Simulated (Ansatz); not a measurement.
# Te2Mo (P6_3/mmc) in Ansatz: notebook

The runs below take Te2Mo through density of states, with LDA, LDA+U.

Everything below comes from runs of Ansatz 0.2.0. Logs are shortened: lines on timing, memory, paths and dates and some standing lists are left out, and cuts for length are marked.

### 1 Starting point

Symmetry: P6_3/mmc, No. 194, hexagonal system. The conventional cell has a = 3.518 Å, b = 3.518 Å, c = 13.974 Å, α = 90.00°, β = 90.00°, γ = 120.00°. Te (site symmetry 3m) has 3 Mo at 2.72 Å as nearest neighbours. Mo (site symmetry -6m2) is surrounded by 6 Te at 2.72 Å.

### 2 Density of states, LDA

The input, input.yaml:

```yaml
crystal:
  lattice:
    - [3.5182, 0.0, 0.0]
    - [-1.7591, 3.0468505756, 0.0]
    - [0.0, 0.0, 13.9736]
  atoms:
    - { symbol: Te, position: [0.6666666667, 0.3333333333, 0.379] }
    - { symbol: Te, position: [0.3333333333, 0.6666666667, 0.879] }
    - { symbol: Te, position: [0.6666666667, 0.3333333333, 0.121] }
    - { symbol: Te, position: [0.3333333333, 0.6666666667, 0.621] }
    - { symbol: Mo, position: [0.6666666667, 0.3333333333, 0.75] }
    - { symbol: Mo, position: [0.3333333333, 0.6666666667, 0.25] }
hamiltonian:
  xc: lda
  pseudopotentials: { kind: paw }
kpoints:
  mp_grid: { grid: [7, 7, 2] }
scf:
  occupations: { method: fermi_dirac, width: 0.05 }
  n_extra_bands: 15
output:
  forces: true
  stress: true
  eigenvalues: true
  dos: { projected: false, de: 0.05, nscf_kmesh: { grid: [11, 11, 3] } }
  write_density: true
  write_potential: true
  elf: true
  volumetric_format: npy
```

Potentials or basis: Ansatz PAW.

On the command line:

```bash
> ansatz run input.yaml --threads 2 --pin off --max-ram 5632MiB --backend cpu --events-out ev --progress --plain --runs-dir out
```

The program printed:

```text
Warning: RAYON_NUM_THREADS=2 ignored (pool sized by the plan → 2); use --threads N
scf.n_extra_bands = 15 over 46 filled bands (N_el = 92.0): the run solves 61 bands
Engine: ansatz 0.2.0, aarch64-unknown-linux-gnu
Pseudopotentials: kind: paw
Pseudopotential: Te, paw, valence charge 16, recommended cutoff 420 eV (normal), Te.paw.azcp
Pseudopotential: Mo, paw, valence charge 14, recommended cutoff 420 eV (normal), Mo.paw.azcp
Functional definition: SPW92
  exchange = slater_x
  correlation = pw_c
Crystal: 6 atoms, lattice volume = 149.789 Å³
Basis set: ecut = 420 eV, 2909 PW (Γ)
Bands: 61, of which v1, the nominal top of the filled ones, is band 46 counted from 1 (45 counted from 0)
Symmetry: 24 space group operations
Space group: P63/mmc (ITA 194), of the structure as read, at distance tolerance 5.3e-5 Å
k-points: 16 of 98
Non-local potential: Te, projectors of the file, l = 0: 2, l = 1: 2, l = 2: 2, l = 3: 2
Non-local potential: Mo, projectors of the file, l = 0: 3, l = 1: 2, l = 2: 2, l = 3: 1
PAW form: soft (Blöchl's): semilocal exchange-correlation on the pseudo side does not see the compensation charge
PAW frozen core: Te, regenerated for the run's functional, and the local potential with it (the file was generated under x = pbe(κ = 0.804, μ = 0.2195149727645171), c = pbe(β = 0.06672455060314922))
PAW frozen core: Mo, regenerated for the run's functional, and the local potential with it (the file was generated under x = pbe(κ = 0.804, μ = 0.2195149727645171), c = pbe(β = 0.06672455060314922))
PAW one-centre angular grid: Te, 590 points (default); XC on 64 Gauss nodes
PAW one-centre angular grid: Mo, 590 points (default); XC on 64 Gauss nodes
Initial density: superposition of atomic densities (neutral atoms: chi_scale 0, normalization atom), corrected by the library's trained network
Initial wavefunctions: pseudopotential atomic-orbital guess
Functional: x = slater, c = lda
SCF iter   1: F=—  HF=-36996.214483 eV  |F-HF|=—  |Δ(HF+E_count)|=         —  Δρ=7.38e-3  dr2=6.56e-2  ethr=1.77e-3  ⟨swp⟩=7.1  Hψ=4035  notcnv=0  defer=17
preconditioner: auto → Resta (q_TF=auto, 2.515 Å⁻¹)  ε∞=5.1  [insulator: Δε(μ)=0.824 eV  Ē_g=8.987 eV  σ=0.050 eV  W_gap=1.00  n_scr=52 (ndim 8)  ℏωp=18.2 eV  f_vac=0.021  D(μ)=0.00/eV (n_scr^D=0)  ε∞_Penn≈5.1]
SCF iter   2: F=—  HF=-36996.210078 eV  |F-HF|=—  |Δ(HF+E_count)|=   4.41e-3  Δρ=4.05e-3  dr2=2.55e-2  ethr=7.13e-5  ⟨swp⟩=2.1  Hψ=1397  notcnv=0  defer=75
SCF iter   3: F=—  HF=-36996.207998 eV  |F-HF|=—  |Δ(HF+E_count)|=   2.08e-3  Δρ=2.36e-3  dr2=6.19e-3  ethr=2.77e-5  ⟨swp⟩=2.0  Hψ=1092  notcnv=0  defer=75
SCF iter   4: F=—  HF=-36996.207659 eV  |F-HF|=—  |Δ(HF+E_count)|=   3.39e-4  Δρ=9.14e-4  dr2=8.14e-4  ethr=6.73e-6  ⟨swp⟩=1.0  Hψ=877  notcnv=0  defer=75
SCF iter   5: F=—  HF=-36996.207638 eV  |F-HF|=—  |Δ(HF+E_count)|=   2.07e-5  Δρ=1.76e-4  dr2=4.71e-5  ethr=8.84e-7  ⟨swp⟩=1.5  Hψ=906  notcnv=0  defer=75
SCF iter   6: F=—  HF=-36996.207631 eV  |F-HF|=—  |Δ(HF+E_count)|=   7.17e-6  Δρ=2.15e-5  dr2=7.81e-7  ethr=5.12e-8  ⟨swp⟩=1.9  Hψ=1114  notcnv=0  defer=75
SCF iter   7: F=-36996.207631 eV  HF=-36996.207631 eV  |F-HF|=1.60e-9  |Δ(HF+E_count)|=   2.70e-7  Δρ=5.02e-6  dr2=5.47e-8  ethr=1.09e-10  ⟨swp⟩=15.8  Hψ=6987  notcnv=0
SCF 1 converged in 7 iterations: F = -36996.207631 eV  dr2 = 5.47e-8
NSCF: frozen V_eff on 32 k-points
SCF converged after 7 iterations
Free energy (F): -36996.207631 eV
Harris-Foulkes:  -36996.207631 eV  (|F-HF|=1.60e-9)
Internal energy: -36996.207604 eV  (E = F + TS)
E sigma→0 (E₀):  -36996.207618 eV
Entropy (-TS):   -0.000027 eV (-0.004 meV/atom)
Fermi energy:    12.522182 eV
--- Per-component energies (eV) ---
  E_band       = -1166.651191
  E_kinetic    = 1614.665289
  E_local      = -7434.687642  (includes V_loc(G=0)·N_el)
  E_nonlocal   = -920.584336
  E_hartree    = 4140.653669
  E_xc         = -862.197060
  E_vxc        = -879.372629  (∫ρ·V_xc dr)
  E_paw        = -24221.095517  (= ΣΔE_a)
  E_vpaw       = -1827.984172  (= ΣTr[D̂ρ^β])
  E_aug_tail   = -0.000669  (compensation charges beyond the density's cutoff)
  E_ewald      = -9316.621616
  E_core_change = 3.660277  (= ΣΔE_core)
  E_smearing   = -0.000027  (= −TS)
  E_closure    = 0.000000  (closes the sum)
  Σ components = -36996.207631   (vs F -36996.207631, Δ=0.00e0)
--- Forces (eV/Å), atoms counted from 1 ---
  atom   1  Te     0.00000000    -0.00000000    -0.29312242
  atom   2  Te    -0.00000000     0.00000000    -0.29312242
  atom   3  Te     0.00000000    -0.00000000     0.29312242
  atom   4  Te    -0.00000000     0.00000000     0.29312242
  atom   5  Mo     0.00000000    -0.00000000     0.00000000
  atom   6  Mo     0.00000000     0.00000000     0.00000000
  max |Σ_I F_I| component: 5.55e-17 eV/Å
--- Stress (GPa, compression-positive) ---
       -3.035463      -0.000000       0.000000
        0.000000      -3.035463       0.000000
        0.000000       0.000000      -3.004698
  P = ⅓ Tr σ = -3.0252 GPa (-30.252 kbar)
--- Band table (eV; the first three rows and the last of 16) ---
  k-point 0: bands = ["-48.5213", "-48.5213", "-24.4126", "-24.4126", "-24.4122", "-24.4122", "-24.3998", "-24.3998", "-24.3996", "-24.3996", "-24.3502", "-24.3502", "-24.3486", "-24.3486", "-24.3395", "-24.3395", "-24.3380", "-24.3380", "-24.3307", "-24.3292", "-24.3215", "-24.3200", "-22.7410", "-22.7410", "-22.5833", "-22.5833", "-22.5833", "-22.5833", "-0.9282", "-0.6062", "-0.0800", "0.4214", "6.2733", "7.5803", "9.0363", "10.3267", "10.3267", "10.3424", "10.3424", "11.1076", "11.1100", "11.1100", "11.1455", "11.1455", "11.8477", "12.1624", "15.0403", "15.0403", "15.1720", "15.1720", "15.2598", "15.2598", "15.5112", "15.5112", "17.7439", "18.3006", "19.3572", "19.7837", "20.4728", "21.1051", "21.1051"]
  k-point 1: bands = ["-48.5213", "-48.5213", "-24.4124", "-24.4124", "-24.4124", "-24.4124", "-24.3997", "-24.3997", "-24.3997", "-24.3997", "-24.3495", "-24.3495", "-24.3495", "-24.3495", "-24.3387", "-24.3387", "-24.3387", "-24.3387", "-24.3300", "-24.3300", "-24.3207", "-24.3207", "-22.7410", "-22.7410", "-22.5832", "-22.5832", "-22.5832", "-22.5832", "-0.8051", "-0.8051", "0.2054", "0.2054", "6.7733", "6.7733", "10.1266", "10.1266", "10.3344", "10.3344", "10.3344", "10.3344", "11.1279", "11.1279", "11.1279", "11.1279", "12.0837", "12.0837", "15.0775", "15.0775", "15.0775", "15.0775", "15.4136", "15.4136", "15.4136", "15.4136", "18.1174", "18.1174", "20.0368", "20.0368", "20.0718", "20.0718", "21.3208"]
  k-point 2: bands = ["-48.5195", "-48.5195", "-24.4104", "-24.4100", "-24.4081", "-24.4078", "-24.4035", "-24.4031", "-24.3958", "-24.3956", "-24.3518", "-24.3511", "-24.3501", "-24.3499", "-24.3448", "-24.3434", "-24.3399", "-24.3383", "-24.3286", "-24.3276", "-24.3192", "-24.3179", "-22.7272", "-22.7272", "-22.6103", "-22.6103", "-22.5882", "-22.5882", "-0.6446", "-0.3278", "0.1290", "0.6027", "6.5871", "7.8735", "8.8880", "9.7035", "9.7608", "10.2797", "10.5479", "10.5823", "10.7539", "10.8086", "11.0201", "11.1671", "11.8401", "11.9987", "14.1819", "14.3356", "14.3982", "14.4569", "14.6815", "15.0089", "15.1678", "15.4576", "18.4913", "19.1944", "19.5742", "20.1209", "20.4263", "20.4302", "20.6325"]
  k-point 15: bands = ["-48.5112", "-48.5112", "-24.4191", "-24.4191", "-24.3957", "-24.3957", "-24.3896", "-24.3896", "-24.3865", "-24.3865", "-24.3668", "-24.3668", "-24.3565", "-24.3565", "-24.3454", "-24.3454", "-24.3439", "-24.3439", "-24.3228", "-24.3228", "-24.3082", "-24.3082", "-22.7034", "-22.7034", "-22.6628", "-22.6628", "-22.6465", "-22.6465", "1.4315", "1.4315", "1.6895", "1.6895", "7.2806", "7.2806", "7.5055", "7.5055", "8.5520", "8.5520", "8.6797", "8.6797", "9.4439", "9.4439", "10.2814", "10.2814", "11.8001", "11.8001", "13.2789", "13.2789", "13.8277", "13.8277", "14.2815", "14.2815", "15.7908", "15.7908", "17.2779", "17.2779", "18.1318", "18.1318", "19.3669", "19.3669", "21.4447"]
```

Wall time 8.2 s (2 threads of Arm Neoverse V2, shared host); peak memory 0.49 GiB.

What came out:

```
Free energy            : -36996.2076 eV
Pressure               : -3.0 GPa
Largest force          : 0.293 eV/Å
Band gap on the k mesh : 0.82 eV, indirect (least direct gap 1.24 eV)
```

Forces on the atoms (eV/Å):
```
Te   0.000  0.000 -0.293
Te   0.000  0.000 -0.293
Te   0.000  0.000  0.293
Te   0.000  0.000  0.293
Mo   0.000  0.000  0.000
Mo   0.000  0.000  0.000
```

Levels at points of the mesh, in eV from the valence-band top:
| k point | band 42 | band 43 | band 44 | band 45 | band 46 | band 47 | band 48 | band 49 | band 50 | band 51 |
| --- | --- | --- | --- | --- | --- | --- | --- | --- | --- | --- |
| (0.00, 0.00, 0.00) | -1.05 | -1.02 | -1.02 | -0.31 | 0.00 | 2.88 | 2.88 | 3.01 | 3.01 | 3.10 |
| (0.00, 0.00, -0.50) | -1.03 | -1.03 | -1.03 | -0.08 | -0.08 | 2.92 | 2.92 | 2.92 | 2.92 | 3.25 |

States per cell in windows of 1 eV (zero at the valence-band top; states under -8 eV left out):
```csv
from (eV),total
-8.0,0.00
-7.0,0.00
-6.0,1.69
-5.0,4.70
-4.0,4.83
-3.0,5.06
-2.0,7.60
-1.0,4.13
0.0,0.30
1.0,6.82
2.0,4.61
3.0,4.08
4.0,1.56
5.0,1.54
6.0,3.87
7.0,4.72
```

Caveat: odd divisions of the mesh miss points on the zone boundary, where band edges often lie, so the gap on the mesh can be too wide; spin-orbit coupling is left out, which moves the levels of the heavy elements; the PAW data sets come from PBE, with cores solved anew for the run's functional, which leaves a small shift of forces and pressure; the density of states is complete only up to the lowest level of the last band computed.

### 3 Density of states, LDA+U

input.yaml: that of step 2 with these lines changed.

```diff
@@ -15,2 +15,3 @@
   pseudopotentials: { kind: paw }
+  hubbard: { sites: [{ species: Mo, l: d, u_eff: 2.0 }] }
 kpoints:
@@ -25,5 +26 @@
   dos: { projected: false, de: 0.05, nscf_kmesh: { grid: [11, 11, 3] } }
-  write_density: true
-  write_potential: true
-  elf: true
-  volumetric_format: npy
```

Potentials or basis: Ansatz PAW.

On the command line:

```bash
> ansatz run input.yaml --threads 2 --pin off --max-ram 5632MiB --backend cpu --events-out ev --progress --plain --runs-dir out
```

The program printed:

```text
Warning: RAYON_NUM_THREADS=2 ignored (pool sized by the plan → 2); use --threads N
Te: projections on atomic orbitals take those of the free atom [Kr] 4d10 5s2 5p4, of charge +0.00 (hamiltonian.pseudopotentials.projection_atoms); the dataset's partial waves leave at most 7.8e-6 of an orbital's norm unspanned inside its sphere
[... 78 lines left out ...]
  k-point 1: bands = ["-48.4375", "-48.4375", "-24.4329", "-24.4329", "-24.4329", "-24.4329", "-24.4212", "-24.4212", "-24.4212", "-24.4212", "-24.3695", "-24.3695", "-24.3695", "-24.3695", "-24.3589", "-24.3589", "-24.3589", "-24.3589", "-24.3499", "-24.3499", "-24.3404", "-24.3404", "-22.6602", "-22.6602", "-22.5054", "-22.5054", "-22.5054", "-22.5054", "-0.8112", "-0.8112", "0.1958", "0.1958", "6.7506", "6.7506", "10.0921", "10.0921", "10.2868", "10.2868", "10.2868", "10.2868", "11.1187", "11.1187", "11.1187", "11.1187", "12.0316", "12.0316", "15.0665", "15.0665", "15.0665", "15.0665", "15.3956", "15.3956", "15.3956", "15.3956", "18.1267", "18.1267", "20.0369", "20.0369", "20.0654", "20.0654", "21.3215"]
  k-point 2: bands = ["-48.4357", "-48.4356", "-24.4311", "-24.4307", "-24.4286", "-24.4283", "-24.4247", "-24.4244", "-24.4173", "-24.4171", "-24.3718", "-24.3711", "-24.3701", "-24.3699", "-24.3648", "-24.3634", "-24.3601", "-24.3585", "-24.3485", "-24.3475", "-24.3389", "-24.3376", "-22.6469", "-22.6469", "-22.5326", "-22.5326", "-22.5104", "-22.5104", "-0.6518", "-0.3327", "0.1163", "0.5916", "6.5691", "7.8381", "8.8780", "9.6652", "9.7207", "10.2698", "10.5039", "10.5375", "10.7436", "10.7985", "11.0129", "11.0831", "11.7749", "11.9917", "14.1571", "14.3272", "14.3718", "14.4505", "14.6605", "14.9900", "15.1591", "15.4494", "18.4943", "19.2010", "19.5820", "20.1154", "20.4223", "20.4349", "20.6368"]
  k-point 15: bands = ["-48.4272", "-48.4272", "-24.4382", "-24.4382", "-24.4163", "-24.4163", "-24.4108", "-24.4108", "-24.4079", "-24.4079", "-24.3865", "-24.3865", "-24.3766", "-24.3766", "-24.3655", "-24.3655", "-24.3641", "-24.3641", "-24.3422", "-24.3422", "-24.3279", "-24.3279", "-22.6256", "-22.6256", "-22.5843", "-22.5843", "-22.5696", "-22.5696", "1.4174", "1.4174", "1.6723", "1.6723", "7.2613", "7.2613", "7.4899", "7.4899", "8.5359", "8.5359", "8.6623", "8.6623", "9.4303", "9.4303", "10.2708", "10.2708", "11.7488", "11.7488", "13.2142", "13.2142", "13.8155", "13.8155", "14.2574", "14.2574", "15.7920", "15.7920", "17.2877", "17.2877", "18.1392", "18.1392", "19.3686", "19.3686", "21.4502"]
Occupation matrices written to <dir>
```

dos.tsv:

```text
# E-E_F[eV]	g_bin_mean(E)[states/eV]	N(E)
# format = ansatz-dos/2
# fermi_ev = 12.469532
# fermi_mp_grid = 11 11 3
# fermi_mp_shift = 0 0 0
# nscf_kmesh_grid = 11 11 3
# nscf_kmesh_shift = 0 0 0
# g_bin_mean(E): the states in a bin one row spacing wide, centred on E, divided by that spacing. States that the method places at a single energy (under output.dos.method: tetrahedron, those of a tetrahedron whose four corners have one energy) are counted whole in the row whose bin holds that energy (on the edge of two bins, in the lower row). The sum of g_bin_mean over a run of rows, times the row spacing, is the number of states from half a spacing under the first of them to half a spacing over the last (a plain sum, not the trapezoid rule).
-61.407023	0.000000e0	0.000000e0
-61.357023	0.000000e0	0.000000e0
-61.307023	0.000000e0	0.000000e0
-61.257023	0.000000e0	0.000000e0
-61.207023	0.000000e0	0.000000e0
-61.157023	0.000000e0	0.000000e0
[... 1411 lines left out ...]
9.442977	0.000000e0	1.220000e2
9.492977	0.000000e0	1.220000e2
```

Run time: 9.7 s. Hardware: 2 threads of Arm Neoverse V2, shared host; peak memory 0.56 GiB.

What came out:

```
Free energy            : -36991.2636 eV
Pressure               : -3.3 GPa
Largest force          : 0.327 eV/Å
Band gap on the k mesh : 0.83 eV, indirect (least direct gap 1.23 eV)
```

Forces on the atoms (eV/Å):
```
Te   0.000  0.000 -0.327
Te   0.000  0.000 -0.327
Te   0.000  0.000  0.327
Te   0.000  0.000  0.327
Mo   0.000  0.000  0.000
Mo   0.000  0.000  0.000
```

States per cell in windows of 1 eV (zero at the valence-band top; states under -8 eV left out):
```csv
from (eV),total
-8.0,0.00
-7.0,0.00
-6.0,1.71
-5.0,4.68
-4.0,4.84
-3.0,5.08
-2.0,7.69
-1.0,4.01
0.0,0.49
1.0,6.66
2.0,4.57
3.0,4.07
4.0,1.55
5.0,1.55
6.0,3.85
7.0,4.72
```

Eigenvalues of the final occupation matrices:
| site | spin | trace | eigenvalues |
| --- | --- | --- | --- |
| site 1 | 1 | 2.76 | 0.53 0.53 0.56 0.56 0.58 |
| site 2 | 1 | 2.76 | 0.53 0.53 0.56 0.56 0.58 |

Caveat: odd divisions of the mesh miss points on the zone boundary, where band edges often lie, so the gap on the mesh can be too wide; spin-orbit coupling is left out, which moves the levels of the heavy elements; the PAW data sets come from PBE, with cores solved anew for the run's functional, which leaves a small shift of forces and pressure; the U is typed as a test and isn't derived for this compound; the density of states is complete only up to the lowest level of the last band computed.

### 4 Against experiment

Step 2. The gap isn't set beside the deposited one, since this odd mesh misses points on the zone boundary.

Step 3. The gap isn't set beside the deposited one, since this odd mesh misses points on the zone boundary.
